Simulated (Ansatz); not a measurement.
# AlRu (P1) in Ansatz: convergence with smearing width

Aim: find how far smearing width must go before the results for AlRu settle, at LDA. This setting moves, with any that are tied to it; all else stays.

Program: Ansatz 0.2.0. These are calculated values, not measurements. Logs are shortened: lines on timing, memory, paths and dates and some standing lists are left out, and cuts for length are marked.

## (1) The cell of the first run

The typed cell holds 2 atoms: a = 2.992 Å, b = 2.992 Å, c = 2.992 Å, α = 90.00°, β = 90.00°, γ = 90.00°.

The cell isn't the ideal one: atoms moved at random, drawn with an rms of 0.15 Å.

## (2) With smearing width 0.3 eV

File input.yaml:

```yaml
crystal:
  lattice:
    - [2.9916, 0.0, 0.0]
    - [0.0, 2.9916, 0.0]
    - [0.0, 0.0, 2.9916]
  atoms:
    - { symbol: Ru, position: [0.493527, 0.522321, 0.509412] }
    - { symbol: Al, position: [-0.010111, -0.002015, -0.020483] }
kpoints:
  mp_grid: { grid: [5, 5, 5] }
scf:
  occupations: { method: fermi_dirac, width: 0.3 }
hamiltonian:
  xc: lda
  pseudopotentials: { kind: all_electron, lapw: { basis_error: 0.001 } }
output:
  forces: true
  stress: true
  eigenvalues: true
```

Potentials or basis: all-electron LAPW, scalar-relativistic.

Run with:

```
ansatz run input.yaml --threads 1 --pin off --max-ram 3072MiB --backend cpu --events-out ev --progress --plain --runs-dir out
```

Log:

```text
Warning: RAYON_NUM_THREADS=1 ignored (pool sized by the plan → 1); use --threads N
LAPW: plane waves up to 8.335 Å⁻¹, error target 1.0e-3 eV per atom; small_component_spin mean_spin; Al in spheres of 1.130 Å, 11 of its electrons in bands, Dirac shells []; Ru in spheres of 1.361 Å, 26 of its electrons in bands, Dirac shells [] (how accurate: hamiltonian.pseudopotentials.lapw.basis_error, Limitations)
band count auto-derived: 24 (N_el = 37.0; filled up to band 19; 23 by the electrons, moments and atoms)
Engine: ansatz 0.2.0, x86_64-unknown-linux-gnu
Pseudopotentials: kind: all_electron
Pseudopotential: Ru, LAPW, valence charge 26, lapw/all_electron/scalar/gaussian/Ru, Koelling and Harmon's equation, gaussian nucleus
Pseudopotential: Al, LAPW, valence charge 11, lapw/all_electron/scalar/gaussian/Al, Koelling and Harmon's equation, gaussian nucleus
Functional definition: SPW92
  exchange = slater_x
  correlation = pw_c
Crystal: 2 atoms, lattice volume = 26.774 Å³
Basis set: ecut = 264.7154405878721 eV, 251 PW (Γ), exchange–correlation at level 2
Bands: 24, of which v1, the nominal top of the filled ones, is band 19 counted from 1 (18 counted from 0)
Symmetry: 1 space group operations
Space group: P1 (ITA 1), of the structure as read, at distance tolerance 3.0e-5 Å
k-points: 63 of 125 (time reversal used)
Non-local potential: Ru, projectors of the file, none
Non-local potential: Al, projectors of the file, none
Initial density: superposition of atomic densities (chi_scale 0.1, normalization cell, long waves kept (reshape's long-wave potential 0.00 eV rms))
Initial wavefunctions: plane waves of lowest kinetic energy (no species holds an atomic orbital)
Functional: x = slater, c = lda
iter 1 solved again at ethr=1.00e-3 eV; its pass at ethr=1.00e-1 eV (dr2=3.72e-1 eV) is discarded
SCF iter   1: F=—  HF=-129759.908069 eV  |F-HF|=—  |Δ(HF+E_count)|=         —  Δρ=4.10e-2  dr2=3.73e-1  ethr=1.00e-3  ⟨swp⟩=2.2  Hψ=9841  notcnv=0
preconditioner: auto → none  [metal: Δε(μ)=0.336 eV  Ē_g=9.977 eV  σ=0.300 eV  W_gap=0.27  n_scr=6 (ndim 8)  ℏωp=23.8 eV  f_vac=0.000  D(μ)=1.53/eV (n_scr^D=18)  sad-step TF]
SCF iter   2: F=—  HF=-129759.580997 eV  |F-HF|=—  |Δ(HF+E_count)|=   3.27e-1  Δρ=2.79e-2  dr2=3.42e-1  ethr=1.00e-3  ⟨swp⟩=2.4  Hψ=4460  notcnv=0
iter 3 solved again at ethr=4.68e-5 eV; its pass at ethr=9.24e-4 eV (dr2=1.73e-2 eV) is discarded
SCF iter   3: F=—  HF=-129759.295306 eV  |F-HF|=—  |Δ(HF+E_count)|=   2.86e-1  Δρ=9.88e-3  dr2=1.73e-2  ethr=4.68e-5  ⟨swp⟩=2.0  Hψ=6957  notcnv=0
SCF iter   4: F=—  HF=-129759.281272 eV  |F-HF|=—  |Δ(HF+E_count)|=         —  Δρ=1.25e-3  dr2=4.75e-4  ethr=4.68e-5  ⟨swp⟩=2.0  Hψ=4200  notcnv=0
the basis was enlarged: its passes take 626.3 KiB over the memory plan, 1 of 1 planned eigensolver slots
SCF iter   5: F=—  HF=-129759.280892 eV  |F-HF|=—  |Δ(HF+E_count)|=   3.80e-4  Δρ=2.03e-4  dr2=8.61e-6  ethr=1.28e-6  ⟨swp⟩=2.1  Hψ=4208  notcnv=0
SCF iter   6: F=—  HF=-129759.280880 eV  |F-HF|=—  |Δ(HF+E_count)|=   1.21e-5  Δρ=5.98e-5  dr2=7.24e-7  ethr=2.33e-8  ⟨swp⟩=2.8  Hψ=4338  notcnv=0
SCF iter   7: F=-129759.280880 eV  HF=-129759.280880 eV  |F-HF|=4.23e-8  |Δ(HF+E_count)|=   8.60e-9  Δρ=7.83e-6  dr2=1.29e-8  ethr=1.96e-9  ⟨swp⟩=2.0  Hψ=4203  notcnv=0
SCF 1 converged in 7 iterations: F = -129759.280880 eV  dr2 = 1.29e-8
SCF converged after 7 iterations
Free energy (F): -129759.280880 eV
Harris-Foulkes:  -129759.280880 eV  (|F-HF|=4.23e-8)
Internal energy: -129758.835445 eV  (E = F + TS)
E sigma→0 (E₀):  -129759.058163 eV
Entropy (-TS):   -0.445435 eV (-222.718 meV/atom)
Fermi energy:    18.326681 eV
--- Per-component energies (eV) ---
  E_band       = -3023.397537
  E_kinetic    = 134638.427781
  E_xc         = -4003.807735
  E_electrostatic = -260393.455490  (all electrons and nuclei)
  E_smearing   = -0.445435  (= −TS)
  E_closure    = 0.000000  (closes the sum)
  E_atoms      = -129742.989643  (free atoms, spherical and without spin; not in F)
  Σ components = -129759.280880   (vs F -129759.280880, Δ=0.00e0)
  Basis errors (estimates in eV, not in F): energy 3.0e-4 per atom: plane waves 2.7e-4 (1.4e-4 summed), levels above the bands 7.3e-16, relativity 4.7e-9, radial functions 3.5e-5, core shells 6.3e-7; eigenvalues (radial functions only) 1.1e-6; not estimated: angular momenta, meshes, grids; target (lapw.basis_error) 1.0e-3; muffin-tin radii Al 1.130 Å, Ru 1.361 Å
--- Forces (eV/Å), atoms counted from 1 ---
  atom   1  Ru    -0.08046740    -0.52869672    -0.64355698
  atom   2  Al     0.08046699     0.52869862     0.64355991
  max |Σ_I F_I| component: 2.93e-6 eV/Å
--- Stress (GPa, compression-positive) ---
       -4.418979       0.126533       0.153898
        0.126533      -4.803789       1.009844
        0.153898       1.009844      -4.997757
  P = ⅓ Tr σ = -4.7402 GPa (-47.402 kbar)
--- Band table (eV; the first three rows and the last of 63) ---
  k-point 0: bands = ["-250.5274", "-250.5274", "-250.4855", "-250.4854", "-250.4849", "-83.0999", "-53.4928", "-45.2987", "-45.2968", "-45.2966", "-23.5075", "-23.5066", "-23.5036", "8.4684", "14.5201", "14.5253", "18.2885", "18.3139", "18.3221", "24.1504", "24.1615", "24.1930", "29.1880", "29.2018"]
  k-point 1: bands = ["-250.5274", "-250.5274", "-250.4855", "-250.4854", "-250.4849", "-83.0997", "-53.4875", "-45.3003", "-45.2969", "-45.2965", "-23.5794", "-23.5008", "-23.4996", "9.2158", "14.6764", "14.7665", "17.5496", "17.5610", "18.3899", "21.8213", "25.4980", "25.5153", "27.7887", "30.6287"]
  k-point 2: bands = ["-250.5274", "-250.5274", "-250.4855", "-250.4854", "-250.4849", "-83.0994", "-53.4789", "-45.3037", "-45.2967", "-45.2962", "-23.6978", "-23.4909", "-23.4897", "11.1992", "13.6756", "15.2186", "16.6483", "16.6620", "18.5313", "20.4085", "25.9465", "28.1354", "28.1414", "31.1279"]
  k-point 62: bands = ["-250.5274", "-250.5274", "-250.4855", "-250.4854", "-250.4849", "-83.0991", "-53.4679", "-45.3026", "-45.3004", "-45.2982", "-23.6819", "-23.5567", "-23.5505", "12.0521", "14.2779", "15.2488", "16.2370", "17.2053", "17.6986", "20.9704", "25.5102", "25.6460", "28.3140", "28.3985"]
```

Run time: 39 s. Hardware: 1 thread of Intel Xeon at 2.50GHz (Skylake/Cascade Lake), shared host; peak memory 0.32 GiB.

What came out:

* Free energy: -129759.2809 eV
* Pressure: -4.7 GPa
* Largest force: 0.837 eV/Å
* Band gap on the k mesh: none (metal or under the smearing width)

## (3) With smearing width 0.2 eV

Edit input.yaml of step 2 so:

```diff
@@ -11,3 +11,3 @@
 scf:
-  occupations: { method: fermi_dirac, width: 0.3 }
+  occupations: { method: fermi_dirac, width: 0.2 }
 hamiltonian:
```

Potentials or basis: all-electron LAPW, scalar-relativistic.

Run with:

```
ansatz run input.yaml --threads 1 --pin off --max-ram 3072MiB --backend cpu --events-out ev --progress --plain --runs-dir out
```

Run time: 37 s. Hardware: 1 thread of Intel Xeon at 2.50GHz (Skylake/Cascade Lake), shared host; peak memory 0.32 GiB.

Results:

```yaml
Free_energy: -129759.1493 eV
Pressure: -5.5 GPa
Largest_force: 0.838 eV/Å
Band_gap_on_the_k_mesh: none (metal or under the smearing width)
```

## (4) With smearing width 0.15 eV

Edit input.yaml of step 3 so:

```diff
@@ -11,3 +11,3 @@
 scf:
-  occupations: { method: fermi_dirac, width: 0.2 }
+  occupations: { method: fermi_dirac, width: 0.15 }
 hamiltonian:
```

Run with:

```
ansatz run input.yaml --threads 1 --pin off --max-ram 3072MiB --backend cpu --events-out ev --progress --plain --runs-dir out
```

It took 42 s on 1 thread of Intel Xeon at 2.50GHz (Skylake/Cascade Lake), shared host; peak memory 0.32 GiB.

Results:

- Free energy: -129759.0979 eV
- Pressure: -5.8 GPa
- Largest force: 0.838 eV/Å
- Band gap on the k mesh: none (metal or under the smearing width)

## (5) With smearing width 0.1 eV

Edit input.yaml of step 4 so:

```diff
@@ -11,3 +11,3 @@
 scf:
-  occupations: { method: fermi_dirac, width: 0.15 }
+  occupations: { method: fermi_dirac, width: 0.1 }
 hamiltonian:
```

Run with:

```
ansatz run input.yaml --threads 1 --pin off --max-ram 3072MiB --backend cpu --events-out ev --progress --plain --runs-dir out
```

Wall time 38 s (1 thread of Intel Xeon at 2.50GHz (Skylake/Cascade Lake), shared host); peak memory 0.31 GiB.

Results:

```yaml
Free_energy: -129759.0583 eV
Pressure: -6.1 GPa
Largest_force: 0.837 eV/Å
Band_gap_on_the_k_mesh: none (metal or under the smearing width)
```

## (6) With smearing width 0.05 eV

Edit input.yaml of step 5 so:

```diff
@@ -11,3 +11,3 @@
 scf:
-  occupations: { method: fermi_dirac, width: 0.1 }
+  occupations: { method: fermi_dirac, width: 0.05 }
 hamiltonian:
```

Potentials or basis: all-electron LAPW, scalar-relativistic.

Run with:

```
ansatz run input.yaml --threads 1 --pin off --max-ram 3072MiB --backend cpu --events-out ev --progress --plain --runs-dir out
```

Wall time 41 s (1 thread of Intel Xeon at 2.50GHz (Skylake/Cascade Lake), shared host); peak memory 0.32 GiB.

Results:

* Free energy: -129759.0321 eV
* Pressure: -6.4 GPa
* Largest force: 0.835 eV/Å
* Band gap on the k mesh: none (metal or under the smearing width)

## (7) With smearing width 0.025 eV

Edit input.yaml of step 6 so:

```diff
@@ -11,3 +11,3 @@
 scf:
-  occupations: { method: fermi_dirac, width: 0.05 }
+  occupations: { method: fermi_dirac, width: 0.025 }
 hamiltonian:
```

Run with:

```
ansatz run input.yaml --threads 1 --pin off --max-ram 3072MiB --backend cpu --events-out ev --progress --plain --runs-dir out
```

Run time: 40 s. Hardware: 1 thread of Intel Xeon at 2.50GHz (Skylake/Cascade Lake), shared host; peak memory 0.31 GiB.

It converged, with:

| Property | Result |
| --- | --- |
| Free energy | -129759.0257 eV |
| Pressure | -6.5 GPa |
| Largest force | 0.834 eV/Å |
| Band gap on the k mesh | none (metal or under the smearing width) |

## (8) With smearing width 0.01 eV

Edit input.yaml of step 7 so:

```diff
@@ -11,3 +11,3 @@
 scf:
-  occupations: { method: fermi_dirac, width: 0.025 }
+  occupations: { method: fermi_dirac, width: 0.01 }
 hamiltonian:
```

Run with:

```
ansatz run input.yaml --threads 1 --pin off --max-ram 3072MiB --backend cpu --events-out ev --progress --plain --runs-dir out
```

It took 40 s on 1 thread of Intel Xeon at 2.50GHz (Skylake/Cascade Lake), shared host; peak memory 0.32 GiB.

Results (log left out):

```yaml
Free_energy: -129759.0248 eV
Pressure: -6.5 GPa
Largest_force: 0.833 eV/Å
Band_gap_on_the_k_mesh: none (metal or under the smearing width)
```

## (9) The series at a glance

| smearing width | energy less the tightest run, at zero smearing (meV/atom) | pressure (GPa) | largest force (eV/Å) | SCF cycles | CPU time (s) | peak memory (GiB) |
| --- | --- | --- | --- | --- | --- | --- |
| 0.3 eV | -16.75 | -4.74 | 0.837 | 7 | 30 | 0.32 |
| 0.2 eV | -5.62 | -5.48 | 0.838 | 7 | 30 | 0.32 |
| 0.15 eV | -2.26 | -5.82 | 0.838 | 7 | 30 | 0.32 |
| 0.1 eV | -0.29 | -6.13 | 0.837 | 7 | 29 | 0.31 |
| 0.05 eV | 0.92 | -6.38 | 0.835 | 8 | 31 | 0.32 |
| 0.025 eV | 0.27 | -6.51 | 0.834 | 8 | 31 | 0.31 |
| 0.01 eV | 0.00 | -6.54 | 0.833 | 8 | 31 | 0.32 |

Against the tightest run, the energy stays within 1 meV/atom from 0.1 eV on; the pressure stays within 0.1 GPa from 0.025 eV on; the largest force stays within 0.005 eV/Å from 0.3 eV on. Narrower smearing needs a denser k mesh, so at a fixed mesh the narrowest width isn't the most accurate. The tightest run that finished is the yardstick and may itself not be fully converged.

Caveats: all runs use coarse meshes; the k mesh is thin for a metal, which can move the energy by tens of meV per atom.
